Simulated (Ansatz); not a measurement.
Crystal: CuO.

```
Cu O
1.0
     1.99097   -2.15355    0.00000
     1.99097    2.15355    0.00000
     0.00000    0.00000    5.15593
Cu O
2 2
Direct
  0.50000 0.00000 0.00000
  0.00000 0.50000 0.50000
  0.50000 0.50000 0.25000
  0.50000 0.50000 0.75000
```

Measurements of this composition are mostly on another form, of space group No. 15.

Base run:

* Program: Ansatz 0.2.0
* Functional: PBEsol
* Potentials or basis: all-electron LAPW, scalar-relativistic
* Cutoff: 406 eV
* Density cutoff: 1622 eV
* Basis error allowed: 0.002 eV/atom
* k mesh: 9 × 9 × 5
* Occupations: fermi-dirac, width 0.05 eV
* Spin: no spin polarisation
* Hubbard terms: Cu d U = 2 eV

Its results: band gap on the k mesh none (metal or under the smearing width); pressure -5.1 GPa.

Task: The run is repeated on the same cell with these changes: hubbard terms from Cu d U = 2 eV to Cu d U = 8 eV. What comes out?

Result: Band gap on the k mesh none (metal or under the smearing width); pressure -1.2 GPa.

Caveats: U is the effective U less J, on atomic orbitals that reach past the spheres; the run has no spin polarisation, though such a crystal can be magnetic; U without spin polarisation on a metal has little footing.

Not every run made on this cell is shown here.
